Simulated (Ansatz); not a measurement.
# Ta: a trigonal deformation path

An exercise on one series of results from a longer session: the logs are not shown, and one member is left open.

Computed with Ansatz 0.2.0 (DFT PBE, scalar-relativistic, plane waves, PAW, unless a step's input says otherwise).

### The starting structure

The structure is cubic, space group Im-3m (No. 229). The conventional cell has a = 3.303 Å, b = 3.303 Å, c = 3.303 Å, α = 90.00°, β = 90.00°, γ = 90.00°. Ta (site symmetry m-3m) is surrounded by 8 Ta at 2.86 Å.

Coordinates:

```cif
data_structure
_symmetry_space_group_name_H-M 'P 1'
_symmetry_Int_Tables_number 1
_cell_length_a 2.8601
_cell_length_b 2.8601
_cell_length_c 2.8601
_cell_angle_alpha 109.471
_cell_angle_beta 109.471
_cell_angle_gamma 109.471
_cell_volume 18.01
loop_
_atom_site_label
_atom_site_type_symbol
_atom_site_fract_x
_atom_site_fract_y
_atom_site_fract_z
_atom_site_occupancy
Ta1 Ta 0.00000 0.00000 0.00000 1
```

No relaxation comes first: the listed cell is the starting point.

### Zero of energy

The reference gives a free energy of -9932.2551 eV, pressure 3.15 GPa, largest force 0.000 eV/Å and gap on the mesh none (metal). It was computed beforehand with the settings of the runs below.

The first run:

At fixed volume and fractional coordinates, lengths along (0.577, 0.577, 0.577) are scaled against those across it; ρ is that ratio over its starting value.

Input file input.yaml:

```yaml
crystal:
  lattice:
    - [-2.4272295031, 1.7337353594, 1.7337353594]
    - [1.7337353594, -2.4272295031, 1.7337353594]
    - [1.7337353594, 1.7337353594, -2.4272295031]
  atoms:
    - { symbol: Ta, position: [0.0, 0.0, 0.0] }
basis:
  ecutwfc: 420
kpoints:
  mp_grid: { grid: [22, 22, 22] }
hamiltonian:
  xc: pbe
scf:
  occupations: { method: gaussian, width: 0.15 }
output:
  forces: true
  stress: true
  eigenvalues: true
```

Run with:

```
$ ansatz run input.yaml --threads 1 --pin off --max-ram 2560MiB --backend cpu --events-out ev --progress --plain --runs-dir out
```

Among the steps run: At ρ = 0.500; At ρ = 2.000; At ρ = 0.710; At ρ = 1.410; At ρ = 0.600; At ρ = 0.850; Point ρ = 1.200; Point ρ = 1.700; ρ = 0.930; ρ = 1.080.

One table of the session follows, with a row left open; its other results are not shown here.

The scan, with free energies counted from the undisturbed cell:

| ρ | ΔE (meV/atom) | pressure (GPa) |
| --- | --- | --- |
| 0.500 | 9428.3 | 186.9 |
| 0.600 | 3476.4 | 73.8 |
| 0.710 | 1059.5 | 26.3 |
| 0.850 | 144.1 | 6.4 |
| 0.930 | ? | ? |
| 1.000 | 0.0 | 3.2 |
| 1.080 | 33.1 | 3.6 |
| 1.200 | 149.8 | 5.7 |
| 1.410 | 524.2 | 13.3 |
| 1.700 | 1086.8 | 21.8 |
| 2.000 | 1307.3 | 25.7 |

**Question.** Estimate the row for ρ = 0.930.

Worked estimate for «ΔE (meV/atom)». A straight line through the neighbours (0.850, 144.1) and (1.000, 0.0) gives 144.1 + (0.0 − 144.1) × (0.930 − 0.850) / (1.000 − 0.850) = 67.2; a parabola fitted to 4 rows on both sides gives -29.9.

The run gave: ΔE (meV/atom): 26.8; pressure (GPa): 3.6. In «ΔE (meV/atom)» the line misses by +40.4 and the parabola by -56.7.
